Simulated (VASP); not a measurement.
# TiTe (P6_3/mmc) in VASP: a series of runs

Runs on TiTe. Level: PBEsol. Tasks: single point.

Everything below comes from runs of VASP 6.6.1. Logs are shortened: lines on timing, memory, paths and dates and some standing lists are left out, and cuts for length are marked.

### Step 1. The crystal as given

Symmetry: P6_3/mmc, No. 194, hexagonal system. The conventional cell has a = 3.842 Å, b = 3.842 Å, c = 6.403 Å, α = 90.00°, β = 90.00°, γ = 120.00°. Te (site symmetry -6m2) has 6 Ti at 2.74 Å as nearest neighbours. Ti (site symmetry -3m) is surrounded by 6 Te at 2.74 Å.

### Step 2. Single point, PBEsol

INCAR

```
  PREC = Accurate
  ENCUT = 350
  EDIFF = 1E-6
  ISMEAR = 0
  SIGMA = 0.05
  LREAL = F
  LASPH = T
  NELM = 100
  ALGO = Normal
  ISIF = 2
  LWAVE = F
  LCHARG = F
  GGA = PS
  ADDGRID = F
```

KPOINTS

```
Automatic mesh
0
Gamma
  8 8 5
```

POSCAR

```
TiTe
1.0
    3.8420000000      0.0000000000      0.0000000000
   -1.9210000000      3.3272696013      0.0000000000
    0.0000000000      0.0000000000      6.4030000000
Te Ti
2 2
Direct
    0.6666666667      0.3333333333      0.7500000000
    0.3333333333      0.6666666667      0.2500000000
    0.0000000000      0.0000000000      0.5000000000
    0.0000000000      0.0000000000      0.0000000000
```

Potentials or basis: VASP PAW PBE potentials, release 64 (Te, Ti_sv).

Command:

```
> cat potpaw_PBE.64/Te/POTCAR potpaw_PBE.64/Ti_sv/POTCAR > POTCAR
> mpirun -np 1 vasp_std > vasp.out
```

OUTCAR:

```text
PREC = Accurate
   ENCUT = 350
   EDIFF = 1E-6
   ISMEAR = 0
   LREAL = F
   LASPH = T
   NELM = 100
   ISIF = 2
   GGA = PS

 Found     30 irreducible k-points:

 Following reciprocal coordinates:
            Coordinates               Weight
  0.000000  0.000000  0.000000      1.000000
  0.125000  0.000000  0.000000      6.000000
  0.250000  0.000000  0.000000      6.000000
  0.375000  0.000000  0.000000      6.000000
  0.500000  0.000000  0.000000      3.000000
  0.125000  0.125000  0.000000      6.000000
   k-points           NKPTS =     30   k-points in BZ     NKDIM =     30   number of bands    NBANDS=     22
   number of dos      NEDOS =    301   number of ions     NIONS =      4
   total plane-waves  NPLWV =  23040
   dimension x,y,z NGX =    24 NGY =   24 NGZ =   40
   dimension x,y,z NGXF=    48 NGYF=   48 NGZF=   80
   ions per type =               2   2
   NGX,Y,Z   is equivalent  to a cutoff of  10.38, 10.38, 10.39 a.u.
   NGXF,Y,Z  is equivalent  to a cutoff of  20.77, 20.77, 20.77 a.u.
 SYSTEM =  unknown system
   PREC   = accura    normal or accurate (medium, high low for compatibility)
   ISTART =      0    job   : 0-new  1-cont  2-samecut
   ICHARG =      2    charge: 1-file 2-atom 10-const
   ISPIN  =      1    spin polarized calculation?
   LNONCOLLINEAR =      F non collinear calculations
   LSORBIT =      F    spin-orbit coupling
   LASPH  =      T    aspherical Exc in radial PAW
   ENCUT  =  350.0 eV  25.72 Ry    5.07 a.u.   5.86  5.86  9.77*2*pi/ulx,y,z
   NELM   =    100;   NELMIN=  2; NELMDL= -5     # of ELM steps
   EDIFF  = 0.1E-05   stopping-criterion for ELM
   LREAL  =      F    real-space projection
   EDIFFG = 0.1E-04   stopping-criterion for IOM
   NSW    =      0    number of steps for IOM
   IBRION =     -1    ionic relax: 0-MD 1-quasi-New 2-CG
   NFREE  =      0    steps in history (QN), initial steepest desc. (CG)
   ISIF   =      2    stress and relaxation
   ISYM   =      2    0-nonsym 1-usesym 2-fastsym
   POTIM  = 0.5000    time-step for ionic-motion
   TEBEG  =    0.0;   TEEND  =   0.0 temperature during run
   PSTRESS=    0.0 pullay stress
   NELECT =      36.0000    total number of electrons
   NUPDOWN=      -1.0000    fix difference up-down
   EMIN   =  10.00;   EMAX   =-10.00  energy-range for DOS
   EFERMI =   0.00;   METHOD = LEGACY
   ISMEAR =     0;   SIGMA  =   0.05  broadening in eV -4-tet -1-fermi 0-gaus
   EFERMI_NEDOS =   21; number of points for ismear=-14 and -15
   IALGO  =     38    algorithm
   IMIX   =      4    mixing-type and parameters
     AMIX     =   0.40;   BMIX     =  1.00
     AMIX_MAG =   1.60;   BMIX_MAG =  1.00
  volume/ion in A,a.u.               =      20.46       138.09
  Fermi-wavevector in a.u.,A,eV,Ry     =   1.244991  2.352691 21.089049  1.550001
  Thomas-Fermi vector in A             =   2.379233
   LORBIT       =      0    0 simple, 1 ext, 2 COOP (PROOUT), +10 PAW based schemes
   GGA     = PS    functional components
   LHFCALC =     F    Hartree Fock is set to
   AEXX    =    0.0000 exact exchange contribution
   IVDW    =     0    specifies the selected vdW correction
   LEPSILON=     F    determine dielectric tensor
   LRPA    =     F    only Hartree local field effects (RPA)
 non-spin polarized calculation
 Gauss-broadening in eV      SIGMA  =   0.05
  energy-cutoff  :      350.00
  volume of cell :       81.85
 maximum number of plane-waves:      1236
 NGX is ok and might be reduce to    24
   NGX = 11   NGY = 11   NGZ = 19

 number of electron      35.9999986 magnetization

 Free energy of the ion-electron system (eV)
  ---------------------------------------------------
  ext. energy  EPLUGINS =         0.00000000
  ---------------------------------------------------
  free energy    TOTEN  =       -26.18784205 eV

  energy without entropy =      -26.18308372  energy(sigma->0) =      -26.18546288

 E-fermi :  10.1117     XC(G=0): -11.1622

 val. band max:       10.0907448898   @ k =   0.2500   0.0000   0.2000
 cond. band min:      10.1354685878   @ k =   0.3750   0.1250   0.0000
 fundamental gap:      0.0447236981
 Fermi energy:        10.1117259175

 k-point     1 :       0.0000    0.0000    0.0000
  band No.  band energies     occupation
      1     -46.9686      2.00000
      2     -46.9540      2.00000
      3     -23.4339      2.00000
      4     -23.4339      2.00000
      5     -23.4155      2.00000
      6     -23.4155      2.00000
      7     -23.4116      2.00000
      8     -23.2384      2.00000
      9      -3.9527      2.00000
     10      -2.2047      2.00000
     11       2.9597      2.00000
     12       6.3657      2.00000
     13       6.3657      2.00000
     14       8.4133      2.00000
     15       9.0357      2.00000
     16       9.2434      2.00000
     17       9.2434      2.00000
     18       9.5202      2.00000
     19       9.5202      2.00000
     20       9.6629      2.00000
     21       9.6629      2.00000
     22      11.0440      0.00000

 k-point     2 :       0.1250    0.0000    0.0000
  band No.  band energies     occupation
      1     -46.9680      2.00000
      2     -46.9534      2.00000
      3     -23.4409      2.00000
      4     -23.4355      2.00000
      5     -23.4210      2.00000
      6     -23.4165      2.00000
      7     -23.4095      2.00000
      8     -23.2374      2.00000
      9      -3.7778      2.00000
     10      -2.1607      2.00000
     11       3.1815      2.00000
     12       6.0454      2.00000
     13       6.3805      2.00000
     14       7.5527      2.00000
     15       8.1014      2.00000
     16       8.3581      2.00000
     17       8.6367      2.00000
     18       9.7971      2.00000
     19      10.0760      1.68760
     20      10.3722      0.00000
     21      10.3811      0.00000
     22      11.0354      0.00000

 k-point     3 :       0.2500    0.0000    0.0000
  band No.  band energies     occupation
      1     -46.9670      2.00000
      2     -46.9526      2.00000
      3     -23.4580      2.00000
      4     -23.4396      2.00000
      5     -23.4348      2.00000
      6     -23.4192      2.00000
      7     -23.4042      2.00000
      8     -23.2351      2.00000
      9      -3.2934      2.00000
     10      -2.0563      2.00000
     11       3.8043      2.00000
     12       5.1874      2.00000
     13       5.8751      2.00000
     14       6.3906      2.00000
     15       7.1061      2.00000
     16       7.5822      2.00000
     17       8.5193      2.00000
     18      10.1502      0.27700
     19      10.3867      0.00000
     20      10.4426      0.00000
     21      10.8612      0.00000
     22      11.0304      0.00000

 k-point     4 :       0.3750    0.0000    0.0000
  band No.  band energies     occupation
      1     -46.9658      2.00000
      2     -46.9517      2.00000
      3     -23.4750      2.00000
      4     -23.4484      2.00000
      5     -23.4437      2.00000
      6     -23.4220      2.00000
      7     -23.3988      2.00000
      8     -23.2326      2.00000
      9      -2.6471      2.00000
     10      -1.9867      2.00000
     11       3.8753      2.00000
     12       4.6856      2.00000
     13       5.0813      2.00000
     14       6.3132      2.00000
     15       6.3308      2.00000
     16       7.1714      2.00000
     17       8.2983      2.00000
     18      10.1596      0.17550
     19      10.5211      0.00000
     20      10.7805      0.00000
     21      10.8421      0.00000
     22      11.1088      0.00000

 k-point     5 :       0.5000    0.0000    0.0000
  band No.  band energies     occupation
      1     -46.9655      2.00000
      2     -46.9514      2.00000
      3     -23.4820      2.00000
      4     -23.4541      2.00000
      5     -23.4454      2.00000
      6     -23.4232      2.00000
      7     -23.3966      2.00000
      8     -23.2316      2.00000
      9      -2.1405      2.00000
     10      -2.1361      2.00000
     11       3.2665      2.00000
     12       4.8451      2.00000
     13       5.5625      2.00000
     14       5.5760      2.00000
     15       6.2740      2.00000
     16       7.0702      2.00000
     17       8.1701      2.00000
     18      10.0084      1.99654
     19      10.6408      0.00000
     20      10.7835      0.00000
     21      10.9073      0.00000
     22      11.2266      0.00000

 k-point     6 :       0.1250    0.1250    0.0000
  band No.  band energies     occupation
      1     -46.9672      2.00000
      2     -46.9528      2.00000
      3     -23.4522      2.00000
      4     -23.4391      2.00000
      5     -23.4301      2.00000
      6     -23.4191      2.00000
      7     -23.4057      2.00000
      8     -23.2357      2.00000
      9      -3.4475      2.00000
     10      -2.0853      2.00000
     11       3.6041      2.00000
     12       5.5853      2.00000
     13       6.2262      2.00000
     14       6.3839      2.00000
     15       7.3534      2.00000
     16       7.4574      2.00000
     17       8.7487      2.00000
     18      10.0502      1.91793
     19      10.4477      0.00000
     20      10.5297      0.00000
     21      10.6816      0.00000
     22      10.9978      0.00000

 [... further k-points ...]

------------------------ aborting loop because EDIFF is reached ----------------------------------------

  FORCE on cell =-STRESS in cart. coord.  units (eV):
  Direction    XX          YY          ZZ          XY          YZ          ZX
  --------------------------------------------------------------------------------------
  -------------------------------------------------------------------------------------
  Total        0.6567921      0.6567921      3.7652242      0.0000000     -0.0000000     -0.0000000
  in kB       12.8561116     12.8561116     73.7008614      0.0000000     -0.0000000     -0.0000000
  external PRESSURE =      33.1376948 kB  Pullay stress =       0.0000000 kB

 VOLUME and BASIS-vectors are now :
 -----------------------------------------------------------------------------
  energy-cutoff  :      350.00
  volume of cell :       81.85
      direct lattice vectors                 reciprocal lattice vectors
     3.842000000  0.000000000  0.000000000     0.260281104  0.150273365  0.000000000
    -1.921000000  3.327269601  0.000000000     0.000000000  0.300546730  0.000000000
     0.000000000  0.000000000  6.403000000     0.000000000  0.000000000  0.156176792

 POSITION                                       TOTAL-FORCE (eV/Angst)
 -----------------------------------------------------------------------------------
      1.92100      1.10909      4.80225         0.000000     -0.000000      0.000000
     -0.00000      2.21818      1.60075        -0.000000      0.000000      0.000000
      0.00000      0.00000      3.20150        -0.000000     -0.000000      0.000000
      0.00000      0.00000      0.00000        -0.000000     -0.000000      0.000000
 -----------------------------------------------------------------------------------
    total drift:                                0.000000     -0.000000      0.000000

  FREE ENERGIE OF THE ION-ELECTRON SYSTEM (eV)
  ---------------------------------------------------
  free  energy   TOTEN  =       -26.1878420526 eV

  energy  without entropy=      -26.1830837163  energy(sigma->0) =      -26.18546288
```

Wall time 19 s (1 thread of AMD EPYC 9R14 (Zen 4), shared host); peak memory 0.14 GiB.

The run converged, but some of its settings lie outside the range that counts as converged, so its numbers aren't taken as properties of the crystal.

What came out:

```yaml
Free_energy: -26.1878 eV
Pressure: 3.3 GPa
Band_gap_on_the_k_mesh: none (metal or under the smearing width)
```

Caveat: the PAW data sets were made with another functional, which shifts forces and pressure a little.

### Step 3. Single point, PBEsol

Changes to INCAR since step 2:

```diff
@@ -1,3 +1,3 @@
   PREC = Accurate
-  ENCUT = 350
+  ENCUT = 400
   EDIFF = 1E-6
```

KPOINTS is that of step 2.

POSCAR is that of step 2.

Potentials or basis: VASP PAW PBE potentials, release 64 (Te, Ti_sv).

Command:

```
> cat potpaw_PBE.64/Te/POTCAR potpaw_PBE.64/Ti_sv/POTCAR > POTCAR
> mpirun -np 1 vasp_std > vasp.out
```

OUTCAR:

```text
PREC = Accurate
   ENCUT = 400
   EDIFF = 1E-6
   ISMEAR = 0
   LREAL = F
   LASPH = T
   NELM = 100
   ISIF = 2
   GGA = PS

 Found     30 irreducible k-points:

 Following reciprocal coordinates:
            Coordinates               Weight
  0.000000  0.000000  0.000000      1.000000
  0.125000  0.000000  0.000000      6.000000
  0.250000  0.000000  0.000000      6.000000
  0.375000  0.000000  0.000000      6.000000
  0.500000  0.000000  0.000000      3.000000
[... 229 lines left out ...]

  FORCE on cell =-STRESS in cart. coord.  units (eV):
  Direction    XX          YY          ZZ          XY          YZ          ZX
  --------------------------------------------------------------------------------------
  -------------------------------------------------------------------------------------
  Total        0.6697663      0.6697663      3.7609899      0.0000000      0.0000000      0.0000000
  in kB       13.1100696     13.1100696     73.6179798      0.0000000      0.0000000      0.0000000
  external PRESSURE =      33.2793730 kB  Pullay stress =       0.0000000 kB

 VOLUME and BASIS-vectors are now :
 -----------------------------------------------------------------------------
  energy-cutoff  :      400.00
  volume of cell :       81.85
      direct lattice vectors                 reciprocal lattice vectors
     3.842000000  0.000000000  0.000000000     0.260281104  0.150273365  0.000000000
    -1.921000000  3.327269601  0.000000000     0.000000000  0.300546730  0.000000000
     0.000000000  0.000000000  6.403000000     0.000000000  0.000000000  0.156176792

 POSITION                                       TOTAL-FORCE (eV/Angst)
 -----------------------------------------------------------------------------------
      1.92100      1.10909      4.80225         0.000000     -0.000000      0.000000
     -0.00000      2.21818      1.60075        -0.000000      0.000000      0.000000
      0.00000      0.00000      3.20150        -0.000000      0.000000      0.000000
      0.00000      0.00000      0.00000        -0.000000      0.000000      0.000000
 -----------------------------------------------------------------------------------
    total drift:                                0.000000     -0.000000      0.000000

  FREE ENERGIE OF THE ION-ELECTRON SYSTEM (eV)
  ---------------------------------------------------
  free  energy   TOTEN  =       -26.1892934943 eV

  energy  without entropy=      -26.1845338224  energy(sigma->0) =      -26.18691366
```

It took 25 s on 1 thread of AMD EPYC 9R14 (Zen 4), shared host; peak memory 0.16 GiB.

These settings aren't checked as converged: the numbers below hold their error.

Results:

```
Free energy            : -26.1893 eV
Pressure               : 3.3 GPa
Band gap on the k mesh : none (metal or under the smearing width)
```

Caveat: the PAW data sets were made with another functional, which shifts forces and pressure a little.

### Step 4. The reference run

An earlier run on the cell as given: functional PBEsol; potentials or basis VASP PAW PBE potentials, release 64 (Te, Ti_sv); cutoff 520 eV; k mesh 8 × 8 × 4; occupations fermi-dirac, width 0.05 eV; no spin polarisation.

* Pressure: 3.5 GPa
* Band gap on the k mesh: none (metal or under the smearing width)
